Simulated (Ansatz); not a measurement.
Crystal: WS2, a slab with vacuum.

```
CELL_PARAMETERS angstrom
3.18321 0.00000 0.00000
-1.59160 2.75674 0.00000
0.00000 0.00000 23.66876
ATOMIC_POSITIONS crystal
W 0.66667 0.33333 0.36268
W 0.33333 0.66667 0.63732
S 0.66667 0.33333 0.70318
S 0.33333 0.66667 0.42856
S 0.66667 0.33333 0.57144
S 0.33333 0.66667 0.29682
```

Base run:

* Program: Ansatz 0.2.0
* Functional: HSE06
* Potentials or basis: Ansatz PAW
* Cutoff: 420 eV
* Density cutoff: 1680 eV
* k mesh: 6 × 6 × 2
* Occupations: fixed
* Spin: no spin polarisation

Its results: band gap on the k mesh 1.96 eV, indirect (least direct gap 2.25 eV); largest force 0.246 eV/Å.

Problem. The run is repeated on the same cell with these changes: functional from HSE06 to PBE0; level from hse06 to pbe0. What comes out?

Solution. Band gap on the k mesh 2.62 eV, indirect (least direct gap 2.91 eV); largest force 0.232 eV/Å.

Caveats: spin-orbit coupling is left out, which moves the levels of the heavy elements; the PAW data sets come from PBE, with cores solved anew for the run's functional, which leaves a small shift of forces and pressure.

Not every run made on this cell is shown here.
